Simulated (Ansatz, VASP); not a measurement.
## CdS in VASP and in Ansatz

```
Cd S
1.0
     3.31672    0.00000    0.00000
     0.00000    3.31672    0.00000
     0.00000    0.00000    3.31672
Cd S
1 1
Direct
  0.00000 0.00000 0.00000
  0.50000 0.50000 0.50000
```

Change from the starting cell: volume scaled by 0.92, PAW files.

Alike in both runs: task single point; functional PBE; k mesh 14 × 14 × 14; occupations fermi-dirac, width 0.05 eV; no spin polarisation.

|  | VASP | Ansatz |
| --- | --- | --- |
| version | VASP 6.6.1 | Ansatz 0.2.0 |
| potentials or method | VASP PAW PBE potentials, release 64 (Cd, S) | PAW with Ansatz's default frozen-core files, scalar-relativistic |
| plane-wave cutoff (eV) | 520 | 420 |
| valence electrons in the cell | 18 | 26 |

Ansatz gave:

| Property | Result |
| --- | --- |
| pressure (GPa) | 7.0 |

Task: What did VASP give for the same quantities?

Result: Pressure (GPa): 7.5.

The two sets of potentials don't hold the same shells in valence.
